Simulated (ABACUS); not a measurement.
**K under changes of volume**

One of the cells (78.046 Å³/atom); the others are scaled copies at fixed shape and fractional positions:

```
K
1.0
     0.00000    3.39187    3.39187
     3.39187    0.00000    3.39187
     3.39187    3.39187    0.00000
K
1
Direct
  0.00000 0.00000 0.00000
```

This isn't the form of K at room conditions, which is bcc.

```yaml
Program: ABACUS 3.10.1
Functional: PBE
Potentials_or_basis: PseudoDojo NC SR 0.4.1 PBE standard
Cutoff: 1361 eV
Density_cutoff: 5442 eV
Basis: TZDP LCAO (the cutoffs set its grid)
k_mesh: 7 × 7 × 7
Occupations: fermi-dirac, width 0.05 eV
Spin: no spin polarisation
```

```tsv
volume (Å³/atom)	energy over the lowest point (meV/atom)	pressure (GPa)
73.363	?	?
74.924	0.00	0.0
76.485	0.67	-0.1
78.046	2.04	-0.2
79.607	3.96	-0.2
81.167	6.40	-0.3
82.728	9.33	-0.3
```

**Question.** What does the run at 73.363 Å³/atom give?

**Answer.** Energy over the lowest point 0.06 meV/atom; pressure 0.0 GPa.

Worked out: A Birch-Murnaghan fit of order 3 (a polynomial in V^(-2/3)) to the other rows has its minimum at 74.24 Å³/atom, just outside them, with B0 = V·E''(V) = 3.8 GPa and B' = 4.5. It gives 0.05 meV/atom at 73.363 Å³/atom, against the run's 0.06, and -dE/dV = 0.0 GPa, against 0.0.

Energies are extrapolated to zero smearing.

Caveats: the atomic orbitals were generated for these runs and aren't a published set; the orbitals of K, Rb and Cs are too short, which can make volumes 7 to 10 % small; the basis of atomic orbitals isn't converged, which shifts pressures, moduli and gaps.
